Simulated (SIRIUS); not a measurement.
# Au (Im-3m) in SIRIUS: equation of state, part 3 of 3

SIRIUS 7.12.0. The steps go on from the part before.

### 5 Equation of state, PBEsol, 18.57 Å³/atom (volume scaled by 1.02)

sirius.json reads:

```json
{
  "control": {
    "processing_unit": "cpu",
    "std_evp_solver_name": "lapack",
    "gen_evp_solver_name": "lapack",
    "verbosity": 2,
    "print_forces": false,
    "ortho_rf": true,
    "use_second_variation": true,
    "rmt_max": 3.0,
    "num_bands_to_print": 24,
    "save_wf": true
  },
  "parameters": {
    "electronic_structure_method": "full_potential_lapwlo",
    "xc_functionals": ["XC_GGA_X_PBE_SOL", "XC_GGA_C_PBE_SOL"],
    "core_relativity": "dirac",
    "valence_relativity": "iora",
    "num_fv_states": 25,
    "smearing": "fermi_dirac",
    "smearing_width": 0.0018374661,
    "pw_cutoff": 20,
    "gk_cutoff": 3.52,
    "lmax_apw": 11,
    "lmax_rho": 8,
    "lmax_pot": 8,
    "num_mag_dims": 0,
    "auto_rmt": 0,
    "ngridk": [11, 11, 11],
    "shiftk": [0, 0, 0],
    "num_dft_iter": 80,
    "energy_tol": 1e-07,
    "density_tol": 1e-05,
    "use_symmetry": true
  },
  "settings": {"tol_ne": 1e-10},
  "iterative_solver": {"type": "exact"},
  "mixer": {"type": "anderson", "beta": 0.5, "max_history": 8},
  "unit_cell": {
    "lattice_vectors": [
      [-3.1525254241, 3.1525254241, 3.1525254241],
      [3.1525254241, -3.1525254241, 3.1525254241],
      [3.1525254241, 3.1525254241, -3.1525254241]
    ],
    "atom_types": ["Au"],
    "atom_files": {"Au": "Au.json"},
    "atoms": {"Au": [[0.0, 0.0, 0.0]]}
  }
}
```

Au.json reads:

```json
{
  "name": "gold",
  "symbol": "Au",
  "number": 79,
  "mass": 196.966569,
  "rmin": 1e-06,
  "rmt": 2.61,
  "nrmt": 800,
  "rinf": 13.44,
  "core": "1s2s2p3s3p3d4s4p4d",
  "valence": [
    {"basis": [{"enu": 0.07, "dme": 0, "n": 0, "auto": 0}, {"enu": 0.07, "dme": 1, "n": 0, "auto": 0}]},
    {"l": 0, "n": 1, "basis": [{"enu": 0.17, "dme": 0, "n": 0, "auto": 0}]},
    {"l": 1, "n": 2, "basis": [{"enu": 0.17, "dme": 0, "n": 0, "auto": 0}]},
    {"l": 2, "n": 3, "basis": [{"enu": 0.17, "dme": 0, "n": 0, "auto": 0}]},
    {"l": 3, "n": 4, "basis": [{"enu": 0.17, "dme": 0, "n": 0, "auto": 0}]},
    {"l": 4, "n": 5, "basis": [{"enu": 0.17, "dme": 0, "n": 0, "auto": 0}]}
  ],
  "lo": [
    {"l": 0, "basis": [{"enu": 0.17, "dme": 0, "n": 0, "auto": 0}, {"enu": 0.17, "dme": 1, "n": 0, "auto": 0}]},
    {
      "l": 0,
      "basis": [{"enu": -3.5844, "dme": 0, "n": 5, "auto": 1}, {"enu": -3.5844, "dme": 1, "n": 5, "auto": 1}]
    },
    {
      "l": 0,
      "basis": [{"enu": -3.5844, "dme": 1, "n": 5, "auto": 1}, {"enu": 0.17, "dme": 0, "n": 0, "auto": 0}]
    },
    {"l": 0, "basis": [{"enu": 0.17, "dme": 0, "n": 0, "auto": 0}, {"enu": 2.5188, "dme": 0, "n": 0, "auto": 0}]},
    {"l": 1, "basis": [{"enu": 0.17, "dme": 0, "n": 0, "auto": 0}, {"enu": 0.17, "dme": 1, "n": 0, "auto": 0}]},
    {
      "l": 1,
      "basis": [{"enu": -1.8079, "dme": 0, "n": 5, "auto": 1}, {"enu": -1.8079, "dme": 1, "n": 5, "auto": 1}]
    },
    {
      "l": 1,
      "basis": [{"enu": -1.8079, "dme": 1, "n": 5, "auto": 1}, {"enu": 0.17, "dme": 0, "n": 0, "auto": 0}]
    },
    {"l": 1, "basis": [{"enu": 0.17, "dme": 0, "n": 0, "auto": 0}, {"enu": 2.8711, "dme": 0, "n": 0, "auto": 0}]},
    {"l": 2, "basis": [{"enu": 0.17, "dme": 0, "n": 0, "auto": 0}, {"enu": 0.17, "dme": 1, "n": 0, "auto": 0}]},
    {"l": 2, "basis": [{"enu": 0.17, "dme": 1, "n": 0, "auto": 0}, {"enu": 0.17, "dme": 2, "n": 0, "auto": 0}]},
    {"l": 2, "basis": [{"enu": 0.17, "dme": 0, "n": 0, "auto": 0}, {"enu": 2.46, "dme": 0, "n": 0, "auto": 0}]},
    {"l": 3, "basis": [{"enu": 0.17, "dme": 0, "n": 0, "auto": 0}, {"enu": 0.17, "dme": 1, "n": 0, "auto": 0}]},
    {
      "l": 3,
      "basis": [{"enu": -2.6191, "dme": 0, "n": 4, "auto": 1}, {"enu": -2.6191, "dme": 1, "n": 4, "auto": 1}]
    },
    {
      "l": 3,
      "basis": [{"enu": -2.6191, "dme": 1, "n": 4, "auto": 1}, {"enu": 0.17, "dme": 0, "n": 0, "auto": 0}]
    },
    {"l": 3, "basis": [{"enu": 0.17, "dme": 0, "n": 0, "auto": 0}, {"enu": 3.5757, "dme": 0, "n": 0, "auto": 0}]},
    {"l": 4, "basis": [{"enu": 0.17, "dme": 0, "n": 0, "auto": 0}, {"enu": 0.17, "dme": 1, "n": 0, "auto": 0}]},
    {"l": 4, "basis": [{"enu": 0.17, "dme": 0, "n": 0, "auto": 0}, {"enu": 2.9885, "dme": 0, "n": 0, "auto": 0}]}
  ],
  "free_atom": [... radial grid and density of the free atom, the start of the SCF ...]
}
```

sirius_start.json reads:

```json
{
  "control": {
    "processing_unit": "cpu",
    "std_evp_solver_name": "lapack",
    "gen_evp_solver_name": "lapack",
    "verbosity": 1,
    "print_forces": false,
    "ortho_rf": true,
    "use_second_variation": true,
    "rmt_max": 3.0,
    "num_bands_to_print": 24,
    "save_wf": false
  },
  "parameters": {
    "electronic_structure_method": "full_potential_lapwlo",
    "xc_functionals": ["XC_LDA_X", "XC_LDA_C_PW"],
    "core_relativity": "dirac",
    "valence_relativity": "iora",
    "num_fv_states": 25,
    "smearing": "fermi_dirac",
    "smearing_width": 0.0055123983,
    "pw_cutoff": 20,
    "gk_cutoff": 2.82,
    "lmax_apw": 11,
    "lmax_rho": 8,
    "lmax_pot": 8,
    "num_mag_dims": 0,
    "auto_rmt": 0,
    "ngridk": [4, 4, 4],
    "shiftk": [0, 0, 0],
    "num_dft_iter": 30,
    "energy_tol": 0.01,
    "density_tol": 0.05,
    "use_symmetry": true
  },
  "settings": {"tol_ne": 1e-10},
  "iterative_solver": {"type": "exact"},
  "mixer": {"type": "anderson", "beta": 0.5, "max_history": 8},
  "unit_cell": {
    "lattice_vectors": [
      [-3.1525254241, 3.1525254241, 3.1525254241],
      [3.1525254241, -3.1525254241, 3.1525254241],
      [3.1525254241, 3.1525254241, -3.1525254241]
    ],
    "atom_types": ["Au"],
    "atom_files": {"Au": "Au.json"},
    "atoms": {"Au": [[0.0, 0.0, 0.0]]}
  }
}
```

The run is started by

```console
> OMP_NUM_THREADS=1 sirius.scf --input=sirius_start.json --output=start.json
> OMP_NUM_THREADS=1 sirius.scf --input=sirius.json --output=output.json --task=1
```

It took 46 s on 1 thread of Arm Neoverse V1, shared host; peak memory 0.35 GiB.

It converged, with:

- Free energy: -518177.0551 eV
- Band gap on the k mesh: none (metal or under the smearing width)
- All electrons inside the program's atomic spheres: Au 77.67 (radii Au 2.61 bohr)

### 6 Equation of state, PBEsol, 18.94 Å³/atom (volume scaled by 1.04)

sirius.json: that of step 5 with these lines changed.

```diff
@@ -40,5 +40,5 @@
     "lattice_vectors": [
-      [-3.1525254241, 3.1525254241, 3.1525254241],
-      [3.1525254241, -3.1525254241, 3.1525254241],
-      [3.1525254241, 3.1525254241, -3.1525254241]
+      [-3.1729969421, 3.1729969421, 3.1729969421],
+      [3.1729969421, -3.1729969421, 3.1729969421],
+      [3.1729969421, 3.1729969421, -3.1729969421]
     ],
```

Au.json reads:

```json
{
  "name": "gold",
  "symbol": "Au",
  "number": 79,
  "mass": 196.966569,
  "rmin": 1e-06,
  "rmt": 2.61,
  "nrmt": 800,
  "rinf": 13.44,
  "core": "1s2s2p3s3p3d4s4p4d",
  "valence": [
    {"basis": [{"enu": 0.06, "dme": 0, "n": 0, "auto": 0}, {"enu": 0.06, "dme": 1, "n": 0, "auto": 0}]},
    {"l": 0, "n": 1, "basis": [{"enu": 0.16, "dme": 0, "n": 0, "auto": 0}]},
    {"l": 1, "n": 2, "basis": [{"enu": 0.16, "dme": 0, "n": 0, "auto": 0}]},
    {"l": 2, "n": 3, "basis": [{"enu": 0.16, "dme": 0, "n": 0, "auto": 0}]},
    {"l": 3, "n": 4, "basis": [{"enu": 0.16, "dme": 0, "n": 0, "auto": 0}]},
    {"l": 4, "n": 5, "basis": [{"enu": 0.16, "dme": 0, "n": 0, "auto": 0}]}
  ],
  "lo": [
    {"l": 0, "basis": [{"enu": 0.16, "dme": 0, "n": 0, "auto": 0}, {"enu": 0.16, "dme": 1, "n": 0, "auto": 0}]},
    {
      "l": 0,
      "basis": [{"enu": -3.5944, "dme": 0, "n": 5, "auto": 1}, {"enu": -3.5944, "dme": 1, "n": 5, "auto": 1}]
    },
    {
      "l": 0,
      "basis": [{"enu": -3.5944, "dme": 1, "n": 5, "auto": 1}, {"enu": 0.16, "dme": 0, "n": 0, "auto": 0}]
    },
    {"l": 0, "basis": [{"enu": 0.16, "dme": 0, "n": 0, "auto": 0}, {"enu": 2.5088, "dme": 0, "n": 0, "auto": 0}]},
    {"l": 1, "basis": [{"enu": 0.16, "dme": 0, "n": 0, "auto": 0}, {"enu": 0.16, "dme": 1, "n": 0, "auto": 0}]},
    {
      "l": 1,
      "basis": [{"enu": -1.8179, "dme": 0, "n": 5, "auto": 1}, {"enu": -1.8179, "dme": 1, "n": 5, "auto": 1}]
    },
    {
      "l": 1,
      "basis": [{"enu": -1.8179, "dme": 1, "n": 5, "auto": 1}, {"enu": 0.16, "dme": 0, "n": 0, "auto": 0}]
    },
    {"l": 1, "basis": [{"enu": 0.16, "dme": 0, "n": 0, "auto": 0}, {"enu": 2.8611, "dme": 0, "n": 0, "auto": 0}]},
    {"l": 2, "basis": [{"enu": 0.16, "dme": 0, "n": 0, "auto": 0}, {"enu": 0.16, "dme": 1, "n": 0, "auto": 0}]},
    {"l": 2, "basis": [{"enu": 0.16, "dme": 1, "n": 0, "auto": 0}, {"enu": 0.16, "dme": 2, "n": 0, "auto": 0}]},
    {"l": 2, "basis": [{"enu": 0.16, "dme": 0, "n": 0, "auto": 0}, {"enu": 2.45, "dme": 0, "n": 0, "auto": 0}]},
    {"l": 3, "basis": [{"enu": 0.16, "dme": 0, "n": 0, "auto": 0}, {"enu": 0.16, "dme": 1, "n": 0, "auto": 0}]},
    {
      "l": 3,
      "basis": [{"enu": -2.6291, "dme": 0, "n": 4, "auto": 1}, {"enu": -2.6291, "dme": 1, "n": 4, "auto": 1}]
    },
    {
      "l": 3,
      "basis": [{"enu": -2.6291, "dme": 1, "n": 4, "auto": 1}, {"enu": 0.16, "dme": 0, "n": 0, "auto": 0}]
    },
    {"l": 3, "basis": [{"enu": 0.16, "dme": 0, "n": 0, "auto": 0}, {"enu": 3.5657, "dme": 0, "n": 0, "auto": 0}]},
    {"l": 4, "basis": [{"enu": 0.16, "dme": 0, "n": 0, "auto": 0}, {"enu": 0.16, "dme": 1, "n": 0, "auto": 0}]},
    {"l": 4, "basis": [{"enu": 0.16, "dme": 0, "n": 0, "auto": 0}, {"enu": 2.9785, "dme": 0, "n": 0, "auto": 0}]}
  ],
  "free_atom": [... radial grid and density of the free atom, the start of the SCF ...]
}
```

sirius_start.json: that of step 5 with these lines changed.

```diff
@@ -40,5 +40,5 @@
     "lattice_vectors": [
-      [-3.1525254241, 3.1525254241, 3.1525254241],
-      [3.1525254241, -3.1525254241, 3.1525254241],
-      [3.1525254241, 3.1525254241, -3.1525254241]
+      [-3.1729969421, 3.1729969421, 3.1729969421],
+      [3.1729969421, -3.1729969421, 3.1729969421],
+      [3.1729969421, 3.1729969421, -3.1729969421]
     ],
```

Potentials or basis: all-electron FP-LAPW, apw+lo standard.

The run is started by

```console
> OMP_NUM_THREADS=1 sirius.scf --input=sirius_start.json --output=start.json
> OMP_NUM_THREADS=1 sirius.scf --input=sirius.json --output=output.json --task=1
```

It took 46 s on 1 thread of Arm Neoverse V1, shared host; peak memory 0.35 GiB.

The run converged. Its results:

- Free energy: -518177.0278 eV
- Band gap on the k mesh: none (metal or under the smearing width)
- All electrons inside the program's atomic spheres: Au 77.65 (radii Au 2.61 bohr)

### 7 Equation of state, PBEsol, 19.30 Å³/atom (volume scaled by 1.06)

sirius.json: that of step 6 with these lines changed.

```diff
@@ -40,5 +40,5 @@
     "lattice_vectors": [
-      [-3.1729969421, 3.1729969421, 3.1729969421],
-      [3.1729969421, -3.1729969421, 3.1729969421],
-      [3.1729969421, 3.1729969421, -3.1729969421]
+      [-3.1932076586, 3.1932076586, 3.1932076586],
+      [3.1932076586, -3.1932076586, 3.1932076586],
+      [3.1932076586, 3.1932076586, -3.1932076586]
     ],
```

Au.json reads:

```json
{
  "name": "gold",
  "symbol": "Au",
  "number": 79,
  "mass": 196.966569,
  "rmin": 1e-06,
  "rmt": 2.61,
  "nrmt": 800,
  "rinf": 13.44,
  "core": "1s2s2p3s3p3d4s4p4d",
  "valence": [
    {"basis": [{"enu": 0.05, "dme": 0, "n": 0, "auto": 0}, {"enu": 0.05, "dme": 1, "n": 0, "auto": 0}]},
    {"l": 0, "n": 1, "basis": [{"enu": 0.15, "dme": 0, "n": 0, "auto": 0}]},
    {"l": 1, "n": 2, "basis": [{"enu": 0.15, "dme": 0, "n": 0, "auto": 0}]},
    {"l": 2, "n": 3, "basis": [{"enu": 0.15, "dme": 0, "n": 0, "auto": 0}]},
    {"l": 3, "n": 4, "basis": [{"enu": 0.15, "dme": 0, "n": 0, "auto": 0}]},
    {"l": 4, "n": 5, "basis": [{"enu": 0.15, "dme": 0, "n": 0, "auto": 0}]}
  ],
  "lo": [
    {"l": 0, "basis": [{"enu": 0.15, "dme": 0, "n": 0, "auto": 0}, {"enu": 0.15, "dme": 1, "n": 0, "auto": 0}]},
    {
      "l": 0,
      "basis": [{"enu": -3.6044, "dme": 0, "n": 5, "auto": 1}, {"enu": -3.6044, "dme": 1, "n": 5, "auto": 1}]
    },
    {
      "l": 0,
      "basis": [{"enu": -3.6044, "dme": 1, "n": 5, "auto": 1}, {"enu": 0.15, "dme": 0, "n": 0, "auto": 0}]
    },
    {"l": 0, "basis": [{"enu": 0.15, "dme": 0, "n": 0, "auto": 0}, {"enu": 2.4988, "dme": 0, "n": 0, "auto": 0}]},
    {"l": 1, "basis": [{"enu": 0.15, "dme": 0, "n": 0, "auto": 0}, {"enu": 0.15, "dme": 1, "n": 0, "auto": 0}]},
    {
      "l": 1,
      "basis": [{"enu": -1.8279, "dme": 0, "n": 5, "auto": 1}, {"enu": -1.8279, "dme": 1, "n": 5, "auto": 1}]
    },
    {
      "l": 1,
      "basis": [{"enu": -1.8279, "dme": 1, "n": 5, "auto": 1}, {"enu": 0.15, "dme": 0, "n": 0, "auto": 0}]
    },
    {"l": 1, "basis": [{"enu": 0.15, "dme": 0, "n": 0, "auto": 0}, {"enu": 2.8511, "dme": 0, "n": 0, "auto": 0}]},
    {"l": 2, "basis": [{"enu": 0.15, "dme": 0, "n": 0, "auto": 0}, {"enu": 0.15, "dme": 1, "n": 0, "auto": 0}]},
    {"l": 2, "basis": [{"enu": 0.15, "dme": 1, "n": 0, "auto": 0}, {"enu": 0.15, "dme": 2, "n": 0, "auto": 0}]},
    {"l": 2, "basis": [{"enu": 0.15, "dme": 0, "n": 0, "auto": 0}, {"enu": 2.44, "dme": 0, "n": 0, "auto": 0}]},
    {"l": 3, "basis": [{"enu": 0.15, "dme": 0, "n": 0, "auto": 0}, {"enu": 0.15, "dme": 1, "n": 0, "auto": 0}]},
    {
      "l": 3,
      "basis": [{"enu": -2.6391, "dme": 0, "n": 4, "auto": 1}, {"enu": -2.6391, "dme": 1, "n": 4, "auto": 1}]
    },
    {
      "l": 3,
      "basis": [{"enu": -2.6391, "dme": 1, "n": 4, "auto": 1}, {"enu": 0.15, "dme": 0, "n": 0, "auto": 0}]
    },
    {"l": 3, "basis": [{"enu": 0.15, "dme": 0, "n": 0, "auto": 0}, {"enu": 3.5557, "dme": 0, "n": 0, "auto": 0}]},
    {"l": 4, "basis": [{"enu": 0.15, "dme": 0, "n": 0, "auto": 0}, {"enu": 0.15, "dme": 1, "n": 0, "auto": 0}]},
    {"l": 4, "basis": [{"enu": 0.15, "dme": 0, "n": 0, "auto": 0}, {"enu": 2.9685, "dme": 0, "n": 0, "auto": 0}]}
  ],
  "free_atom": [... radial grid and density of the free atom, the start of the SCF ...]
}
```

sirius_start.json: that of step 6 with these lines changed.

```diff
@@ -40,5 +40,5 @@
     "lattice_vectors": [
-      [-3.1729969421, 3.1729969421, 3.1729969421],
-      [3.1729969421, -3.1729969421, 3.1729969421],
-      [3.1729969421, 3.1729969421, -3.1729969421]
+      [-3.1932076586, 3.1932076586, 3.1932076586],
+      [3.1932076586, -3.1932076586, 3.1932076586],
+      [3.1932076586, 3.1932076586, -3.1932076586]
     ],
```

The run is started by

```console
> OMP_NUM_THREADS=1 sirius.scf --input=sirius_start.json --output=start.json
> OMP_NUM_THREADS=1 sirius.scf --input=sirius.json --output=output.json --task=1
```

Wall time 47 s (1 thread of Arm Neoverse V1, shared host); peak memory 0.35 GiB.

It converged, with:

```yaml
Free_energy: -518176.9965 eV
Band_gap_on_the_k_mesh: none (metal or under the smearing width)
All_electrons_inside_the_program's_atomic_spheres: Au 77.63 (radii Au 2.61 bohr)
```

### 8 Equation of state, PBEsol

Potentials or basis: all-electron FP-LAPW, apw+lo standard.

This step only gathers the single runs of the series.

What came out:

* Equilibrium volume: 17.07 Å³/atom (rough: see the caveat)
* Bulk modulus: 167 GPa (rough)

Energy against volume, from the lowest point:
```csv
volume (Å³/atom),energy (meV/atom)
17.115,0.00
17.479,4.85
17.843,16.27
18.207,34.08
18.571,56.95
18.935,84.22
19.299,115.48
```

Caveat: the minimum lies outside the volumes run. The run has no spin-orbit coupling, so splittings on Au are missing.
